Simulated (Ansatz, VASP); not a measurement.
## Au: VASP beside Ansatz

```
Au
1.0
     2.83949    0.00000    0.00000
    -1.41974    2.45907    0.00000
     0.00000    0.00000    2.77628
Au
1
Direct
  0.00000 0.00000 0.00000
```

Alike in both runs: functional PBE; k mesh 9 × 9 × 6; occupations gaussian, width 0.1 eV; no spin polarisation.

Ansatz relaxed the structure, and its values are those at the end. VASP's run is a single point on that final structure, the one shown.

|  | VASP | Ansatz |
| --- | --- | --- |
| version | VASP 6.6.1 | Ansatz 0.2.0 |
| potentials or method | VASP PAW PBE potentials, release 64 (Au) | scalar-relativistic, plane waves, PAW |
| plane-wave cutoff (eV) | 520 | 420 |
| valence electrons in the cell | 11 | 19 |

Ansatz gave:

| Item | Value |
| --- | --- |
| gap on the k mesh at the Fermi level (eV) | none |
| pressure (GPa) | 0.0 |

Task: Which values does VASP return?

Result: gap on the k mesh at the Fermi level (eV): none; pressure (GPa): -0.2.

A gap of «none» marks a metal or a gap that the smearing closes. The functional is the same, so the differences come from potentials, cutoffs and numerics. The two sets of potentials don't hold the same shells in valence.

Caveats: the k mesh is coarse (spacing up to 0.38 Å⁻¹), so the values aren't converged. Spin-orbit coupling is left out, which matters for the levels of Au.
